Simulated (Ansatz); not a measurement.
# Si3N4: relaxation of cell and atoms with RPBE

Si3N4:

```
CELL_PARAMETERS angstrom
4.13078 0.00000 0.00000
0.00000 4.13078 0.00000
0.00000 0.00000 4.13078
ATOMIC_POSITIONS crystal
Si 0.00000 0.00000 0.50000
Si 0.50000 0.00000 0.00000
Si 0.00000 0.50000 0.00000
N 0.23952 0.23952 0.76048
N 0.76048 0.76048 0.76048
N 0.23952 0.76048 0.23952
N 0.76048 0.23952 0.23952
```

The cell was built by a generator and needn't be a form met in nature.

```yaml
Program: Ansatz 0.2.0
Task: relaxation of cell and atoms
Functional: RPBE
Potentials_or_basis: Ansatz PAW
Cutoff: "420 eV (not typed: the program's choice for these potentials)"
k_mesh: 7 × 7 × 7
Occupations: fermi-dirac, width 0.05 eV
Spin: no spin polarisation
```

The relaxed volume is 10.24 Å³/atom. The relaxed cell is a = 4.154 Å, b = 4.154 Å, c = 4.154 Å, α = 90.00°, β = 90.00°, γ = 90.00°. The space group after relaxing (to 0.05 Å) is P-43m (No. 215), the energy gained by relaxing is 2.0 meV/atom and the ionic steps are 7. The pressure after relaxing is 0.0 GPa. The band gap on the k mesh is 2.79 eV, indirect (least direct gap 2.97 eV).

Step by step:
```
step  energy change (eV)  largest force (eV/Å)  volume (Å³)
   1              0.0000                0.1179        70.48
   2             -0.0087                0.1154        71.18
   3             -0.0108                0.0296        71.65
   4             -0.0109                0.0033        71.67
   5             -0.0141                0.0032        71.67
   6             -0.0141                0.0000        71.69
   7             -0.0143                0.0000        71.69
```

Final structure:
```
CELL_PARAMETERS angstrom
4.15421 0.00000 0.00000
0.00000 4.15421 0.00000
0.00000 0.00000 4.15421
ATOMIC_POSITIONS crystal
Si 0.00000 0.00000 0.50000
Si 0.50000 0.00000 0.00000
Si 0.00000 0.50000 0.00000
N 0.23934 0.23934 0.76066
N 0.76066 0.76066 0.76066
N 0.23934 0.76066 0.23934
N 0.76066 0.23934 0.23934
```

Levels at points of the mesh, in eV from the valence-band top:
```
           k point  band 12  band 13  band 14  band 15  band 16  band 17  band 18  band 19  band 20  band 21
(0.00, 0.00, 0.00)    -3.30    -3.30    -0.18    -0.18    -0.18     2.79     2.79     2.79     4.04     6.84
```

It took 8.1 s on 4 threads of Arm Neoverse V1 (shared host), peak memory 0.34 GiB.

Caveat: odd divisions of the mesh miss points on the zone boundary, where band edges often lie, so the gap on the mesh can be too wide; the plane-wave basis is chosen anew once the cell has moved, so the energies of steps on either side of that aren't comparable; the pressure holds a Pulay correction of +0.4 GPa for the finite cutoff; the PAW data sets come from PBE, with cores solved anew for the run's functional, which leaves a small shift of forces and pressure. Expect the measured gap to be larger: semilocal functionals such as RPBE lack the derivative discontinuity.
